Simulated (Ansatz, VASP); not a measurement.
## Two plane-wave programs on Ni

File INCAR:

```
PREC = Accurate ; ENCUT = 520
EDIFF = 1E-7 ; ISMEAR = -1
SIGMA = 0.1 ; LREAL = F
LASPH = T ; NELM = 100
ALGO = Normal ; ISIF = 2
LWAVE = F ; LCHARG = T
GGA = RP ; LELF = T
LVHAR = T ; NBANDS = 22
```

KPOINTS

```
Automatic mesh
0
Gamma
  10 10 15
```

POSCAR

```
Ni
1.0
    4.1873040561      0.0000000000      0.0000000000
   -2.0936520281      3.6263116860      0.0000000000
    0.0000000000      0.0000000000      2.5204365277
Ni
3
Direct
    0.0000000000      1.0000000000      0.0000000000
    0.3333333333      0.6666666667      0.5000000000
    0.6666666667      0.3333333333      0.5000000000
```

Input for Ansatz:

```yaml
crystal:
  lattice:
    - [4.1873040561, 0.0, 0.0]
    - [-2.0936520281, 3.626311686, 0.0]
    - [0.0, 0.0, 2.5204365277]
  atoms:
    - { symbol: Ni, position: [0.0, 1.0, 0.0] }
    - { symbol: Ni, position: [0.3333333333, 0.6666666667, 0.5] }
    - { symbol: Ni, position: [0.6666666667, 0.3333333333, 0.5] }
hamiltonian:
  xc: rpbe
  pseudopotentials:
    kind: paw
    azcp:
      Ni: "pseudopotentials/Ni.paw.azcp"
basis:
  ecutwfc: 420
  fft_grid_basis: typed
kpoints:
  mp_grid: { grid: [10, 10, 15], shift: [0, 0, 0] }
magnetization:
  spin_polarized: false
scf:
  occupations: { method: fermi_dirac, width: 0.1 }
  lower_state_search: "off"
output:
  stress: true
```

Alike in both runs: task single point; functional RPBE; k mesh 10 × 10 × 15; occupations fermi-dirac, width 0.1 eV; no spin polarisation.

|  | VASP | Ansatz |
| --- | --- | --- |
| version | VASP 6.6.1 | Ansatz 0.2.0 |
| potentials or method | VASP PAW PBE potentials, release 64 (Ni) | plane waves (420 eV) with PAW, scalar-relativistic |
| plane-wave cutoff (eV) | 520 | 420 |
| valence electrons in the cell | 30 | 54 |

```csv
,VASP,Ansatz,Ansatz less VASP
pressure (GPa),-14.4,-14.9,-0.42
largest component of the traceless stress (GPa),0.30,0.36,+0.062
```

With one functional, cell and mesh, what is left measures potentials, basis and numerics. The two sets of potentials don't hold the same shells in valence.

Caveats: the PAW data sets were made with another functional, which shifts forces and pressure a little (VASP); the run has no spin polarisation, though such a crystal can be magnetic. Spin polarisation is off, so any magnetic state and its effect on volume and gap are missing.
